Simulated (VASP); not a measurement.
Crystal: PbSe (Clausthalite).

```
CELL_PARAMETERS angstrom
0.00000 3.06065 3.06065
3.06065 0.00000 3.06065
3.06065 3.06065 0.00000
ATOMIC_POSITIONS crystal
Pb 0.00000 0.00000 0.00000
Se 0.50000 0.50000 0.50000
```

* Program: VASP 6.6.1
* Task: relaxation of cell and atoms
* Functional: RPBE
* Potentials or basis: VASP PAW PBE potentials, release 64 (Pb_d, Se)
* Cutoff: 600 eV
* k mesh: 8 × 8 × 8
* Occupations: gaussian, width 0.03 eV
* Spin: no spin polarisation

At the start: pressure 4.2 GPa; volume 28.67 Å³/atom.

Problem. How do energy, volume and symmetry change on relaxing?

Solution. Over 3 steps the energy falls by 30.9 meV/atom and the volume is 31.18 Å³/atom (+8.8 %); space group Fm-3m (No. 225, to 0.05 Å).

The path:
```csv
step,energy change (eV),largest force (eV/Å),pressure (GPa),volume (Å³)
1,0.0000,0.0000,4.23,57.34
2,-0.0574,0.0000,-0.92,63.86
3,-0.0618,0.0000,0.01,62.37
```

Final structure:
```
Pb Se
1.0
     0.00000    3.14761    3.14761
     3.14761    0.00000    3.14761
     3.14761    3.14761    0.00000
Pb Se
1 1
Direct
  0.00000 0.00000 0.00000
  0.50000 0.50000 0.50000
```

Caveat: the PAW data sets were made with another functional, which shifts forces and pressure a little.
